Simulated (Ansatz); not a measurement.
A run of Ansatz 0.2.0:

Contents of input.yaml:

```yaml
crystal:
  lattice:
    - [-3.80268156, -0.05658243, -0.02181512]
    - [-0.02191438, -0.03167986, -4.13033488]
    - [-0.11316485, -7.97351199, -0.06307272]
  atoms:
    - { symbol: Ba, position: [0.04486322, 0.90916552, 0.49511477] }
    - { symbol: Ba, position: [0.00814907, 0.9218096, 0.02441397] }
    - { symbol: Ti, position: [0.45719229, 0.52057169, 0.20538669] }
    - { symbol: Ti, position: [0.50231709, 0.47064326, 0.76225275] }
    - { symbol: O, position: [0.48144089, 0.03993233, 0.24039032] }
    - { symbol: O, position: [0.45628989, 0.07297889, 0.69356516] }
    - { symbol: O, position: [0.5380255, 0.54058565, 0.44980358] }
    - { symbol: O, position: [0.5290554, 0.55799572, 0.03050014] }
    - { symbol: O, position: [0.98202325, 0.45739828, 0.26038045] }
    - { symbol: O, position: [0.00064341, 0.50891906, 0.83819216] }
hamiltonian:
  xc: pbe
  pseudopotentials: { kind: paw }
kpoints:
  mp_grid: { grid: [10, 9, 5] }
scf:
  occupations: { method: fermi_dirac, width: 0.05 }
output:
  forces: true
  stress: true
  eigenvalues: true
```

Potentials or basis: Ansatz PAW.

Launch:

```sh
$ ansatz run input.yaml --threads 4 --pin off --max-ram 11264MiB --backend cpu --events-out ev --progress --plain --runs-dir out
```

Hardware: 4 threads of Arm Neoverse V2, on a shared host.

**Question.** How long does it take, and how much memory?

**Answer.** Run time: 43 s on 4 threads of Arm Neoverse V2, with other jobs on the host, peak memory 1.2 GiB. Counts: scf iterations 8, plane waves 2447, k points 226, bands 50.
